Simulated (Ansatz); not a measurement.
**LDA, PBE, PBEsol and r²SCAN on Au**

```
CELL_PARAMETERS angstrom
2.90000 0.00000 0.00000
-1.45000 2.51147 0.00000
0.00000 0.00000 4.88000
ATOMIC_POSITIONS crystal
Au 0.33333 0.66667 0.75000
Au 0.66667 0.33333 0.25000
```

Atoms are numbered in the order listed.

The cell is COD entry 1545302, as deposited and not checked against the literature; nothing was relaxed.

No spin–orbit coupling, which matters for the heavy atoms here.

One fixed cell is solved with several functionals by PAW (frozen-core files) in Ansatz 0.2.0, scalar-relativistically. A positive pressure means that the functional wants a larger cell.

The PAW files were made with PBE; their cores are remade for each functional.

Numerical set-up: a Γ-centred 14×14×8 k mesh, Fermi–Dirac smearing of 0.03 eV, cutoff 420 eV, no spin polarisation.

Cutoffs: PBE 420 eV, LDA 420 eV, PBEsol 420 eV, r²SCAN 500 eV.

```json
{"setting": "PBE", "P (GPa)": "2.00", "lowest level at Γ above −25 eV, from the valence-band top or, without a gap, the Fermi level (eV)": "-9.43"}
{"setting": "LDA", "P (GPa)": "?", "lowest level at Γ above −25 eV, from the valence-band top or, without a gap, the Fermi level (eV)": "-9.49"}
{"setting": "PBEsol", "P (GPa)": "-6.37", "lowest level at Γ above −25 eV, from the valence-band top or, without a gap, the Fermi level (eV)": "-9.48"}
{"setting": "r²SCAN", "P (GPa)": "?", "lowest level at Γ above −25 eV, from the valence-band top or, without a gap, the Fermi level (eV)": "-9.64"}
```

Task: What belongs in the row "LDA", column "P (GPa)"?

Result: -10.70.

Task: Fill in "P (GPa)" for the row "r²SCAN".

Result: -1.42.
